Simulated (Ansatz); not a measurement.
Crystal: SnO2 (Cassiterite).

```
Sn O
1.0
     4.73800    0.00000    0.00000
     0.00000    4.73800    0.00000
     0.00000    0.00000    3.18650
Sn O
2 4
Direct
  0.50000 0.50000 0.50000
  0.00000 0.00000 0.00000
  0.80710 0.19290 0.50000
  0.69290 0.69290 0.00000
  0.19290 0.80710 0.50000
  0.30710 0.30710 0.00000
```

Base run:

| Quantity | Value |
| --- | --- |
| Program | Ansatz 0.2.0 |
| Functional | revPBE |
| Potentials or basis | Ansatz PAW |
| Cutoff | 420 eV |
| Density cutoff | 1680 eV |
| k mesh | 6 × 6 × 8 |
| Occupations | fermi-dirac, width 0.05 eV |
| Spin | no spin polarisation |

Its results: band gap on the k mesh 1.35 eV, direct; pressure 14.2 GPa; largest force 0.298 eV/Å.

Problem. The run is repeated on the same cell with these changes: functional from revPBE to PBEsol. What comes out?

Solution. Band gap on the k mesh 1.18 eV, direct; pressure 4.7 GPa; largest force 0.210 eV/Å.

PBEsol binds more tightly than revPBE, so the same cell stands under less pressure.

Caveats: spin-orbit coupling is left out, which moves the levels of the heavy elements; the PAW data sets come from PBE, with cores solved anew for the run's functional, which leaves a small shift of forces and pressure; the potentials were made for another functional, which shifts forces and pressure (some runs).

Not every run made on this cell is shown here.
